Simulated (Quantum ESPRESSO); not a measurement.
Crystal: TePb.

```
Pb Te
1.0
     0.00000    3.23100    3.23100
     3.23100    0.00000    3.23100
     3.23100    3.23100    0.00000
Pb Te
1 1
Direct
  0.00000 0.00000 0.00000
  0.50000 0.50000 0.50000
```

Base run:

```yaml
Program: Quantum ESPRESSO 7.5
Functional: PBE
Potentials_or_basis: PseudoDojo 0.4.1 SR PBE standard
Cutoff: 1088 eV
Density_cutoff: 4354 eV
k_mesh: 4 × 4 × 4, shifted
Occupations: fermi-dirac, width 0.05 eV
Spin: no spin polarisation
```

Its results: pressure 2.2 GPa.

The run is repeated on the same cell with these changes: k mesh from 4 × 4 × 4, shifted to 2 × 2 × 2, shifted. What comes out?

Pressure 0.3 GPa.

Caveats: some runs use coarse meshes.
